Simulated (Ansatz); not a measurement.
Runs of Ansatz 0.2.0 on Ag. The structure is cubic, space group Fm-3m (No. 225). Conventional cell: a = 4.085 Å, b = 4.085 Å, c = 4.085 Å, α = 90.00°, β = 90.00°, γ = 90.00°. Ag (site symmetry m-3m) has 12 Ag at 2.89 Å as nearest neighbours. 

```tsv
level	cutoff (eV)	gap on the mesh (eV)	pressure (GPa)
LDA	420	none	(b)
PBE0	420	none	(a)
revPBE	420	none	8.4
RPBE	420	none	9.6
BLYP	420	none	13.0
PBEsol	420	none	-1.8
r2SCAN	500	none	(c)
HSE06	420	none	4.7
```

Alike in all rows: task projected density of states; potentials or basis Ansatz PAW; no spin polarisation; cell as given; k mesh 6 × 6 × 6; smearing fermi-dirac 0.05 eV; the mesh is coarse, so values aren't converged.

**Question.** Fill in the values left out.

**Answer.** (a) 4.6; (b) -6.5; (c) 2.3.

Caveats: all runs use coarse meshes; the PAW data sets come from PBE, with cores solved anew for the run's functional, which leaves a small shift of forces and pressure; the thresholds are loose for stress (some runs).

A k mesh can miss the band edges, and the runs leave out spin-orbit coupling on Ag.

A gap of «none» marks a metal or a gap under the smearing width.

Runs at the PBE level aren't shown here.
